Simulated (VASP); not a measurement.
Crystal: NiO2.

```
Ni O
1.0
     2.79878    0.00000    0.00000
    -1.39939    2.42382    0.00000
     0.00000    0.00000    9.23655
Ni O
2 4
Direct
  0.00000 0.00000 0.25000
  0.00000 0.00000 0.75000
  0.33333 0.66667 0.14698
  0.33333 0.66667 0.64698
  0.66667 0.33333 0.35302
  0.66667 0.33333 0.85302
```

The cell comes from a database or a generator and needn't be the stable form of this composition.

```yaml
Program: VASP 6.6.1
Task: relaxation of cell and atoms
Functional: LDA
Potentials_or_basis: VASP PAW LDA potentials, release 64 (Ni, O)
Cutoff: 600 eV
k_mesh: 11 × 11 × 3
Occupations: gaussian, width 0.05 eV
Spin: collinear spin, antiferromagnetic start
Starting_moments: "[1.0, -1.0, 0.0, 0.0, 0.0, 0.0] μB"
Hubbard_terms: Ni d U = 1 eV, J = 1.0 eV
```

At the start: pressure -10.7 GPa; volume 10.44 Å³/atom.

Question: Where does the relaxation end?

Answer: Over 16 steps the energy falls by 22.8 meV/atom and the volume is 9.12 Å³/atom (-12.6 %); space group P-3m1 (No. 164, to 0.05 Å); moment 0.00 μB per cell.

Step by step:
| step | energy change (eV) | largest force (eV/Å) | pressure (GPa) | volume (Å³) |
| --- | --- | --- | --- | --- |
| 1 | 0.0000 | 0.8020 | -10.73 | 62.66 |
| 2 | -0.0485 | 0.5332 | -8.29 | 62.35 |
| 3 | -0.0931 | 0.1390 | -2.00 | 61.54 |
| 4 | -0.0947 | 0.1070 | -2.16 | 61.49 |
| 5 | -0.1037 | 0.0595 | -2.06 | 60.74 |
| 6 | -0.1049 | 0.0504 | -1.09 | 60.25 |
| 7 | -0.1049 | 0.0035 | -0.31 | 60.01 |
| 8 | -0.1049 | 0.0228 | 0.02 | 59.91 |
| 9 | -0.1056 | 0.0800 | 0.66 | 59.67 |
| 10 | -0.1069 | 0.1628 | 1.59 | 59.13 |
| 11 | -0.1103 | 0.2846 | 3.04 | 57.88 |
| 12 | -0.1155 | 0.3802 | 4.37 | 56.03 |
| 13 | -0.1230 | 0.3395 | 4.01 | 54.69 |
| 14 | -0.1342 | 0.1448 | 1.28 | 54.62 |
| 15 | -0.1368 | 0.0176 | 0.04 | 54.76 |
| 16 | -0.1367 | 0.0002 | -0.01 | 54.74 |

Final structure:
```cif
data_structure
_symmetry_space_group_name_H-M 'P 1'
_symmetry_Int_Tables_number 1
_cell_length_a 2.7680
_cell_length_b 2.7680
_cell_length_c 8.2490
_cell_angle_alpha 90.000
_cell_angle_beta 90.000
_cell_angle_gamma 120.000
_cell_volume 54.74
loop_
_atom_site_label
_atom_site_type_symbol
_atom_site_fract_x
_atom_site_fract_y
_atom_site_fract_z
_atom_site_occupancy
Ni1 Ni 0.00000 0.00000 0.25000 1
Ni2 Ni 0.00000 0.00000 0.75000 1
O1 O 0.33333 0.66667 0.13841 1
O2 O 0.33333 0.66667 0.63841 1
O3 O 0.66667 0.33333 0.36159 1
O4 O 0.66667 0.33333 0.86159 1
```
